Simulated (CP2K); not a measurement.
**Ti under changes of volume**

One of the cells (17.676 Å³/atom); the others are scaled copies at fixed shape and fractional positions:

```
Ti
1.0
     2.84230    0.00000    0.00000
    -0.94743    2.67974    0.00000
    -0.94743   -1.33987    2.32072
Ti
1
Direct
  0.00000 0.00000 0.00000
```

This isn't the form of Ti at room conditions, which is hcp.

* Program: CP2K 2026.2
* Functional: r2SCAN
* Potentials or basis: POTENTIAL_UZH Ti GTH-SCAN-q12; TZVP-MOLOPT-SCAN-GTH basis
* Density cutoff: 9184 eV
* k mesh: 11 × 11 × 11
* Occupations: fermi-dirac, width 0.05 eV
* Spin: no spin polarisation

| volume (Å³/atom) | energy over the lowest point (meV/atom) | pressure (GPa) |
| --- | --- | --- |
| 16.616 | 8.31 | 4.5 |
| 16.969 | ? | ? |
| 17.323 | 0.00 | -0.3 |
| 17.676 | 3.35 | -2.5 |
| 18.030 | 11.18 | -4.4 |
| 18.383 | 23.14 | -6.2 |
| 18.737 | 38.89 | -7.9 |

What does the run at 16.969 Å³/atom give?

Energy over the lowest point 1.52 meV/atom; pressure 2.0 GPa.

Worked out: A Birch-Murnaghan fit of order 3 (a polynomial in V^(-2/3)) to the other rows has its minimum at 17.25 Å³/atom with B0 = V·E''(V) = 109 GPa and B' = 3.1. It gives 1.51 meV/atom at 16.969 Å³/atom, against the run's 1.52, and -dE/dV = 1.9 GPa, against 2.0.

Energies are extrapolated to zero smearing.

Caveats: the basis of atomic orbitals isn't converged, which shifts pressures, moduli and gaps.
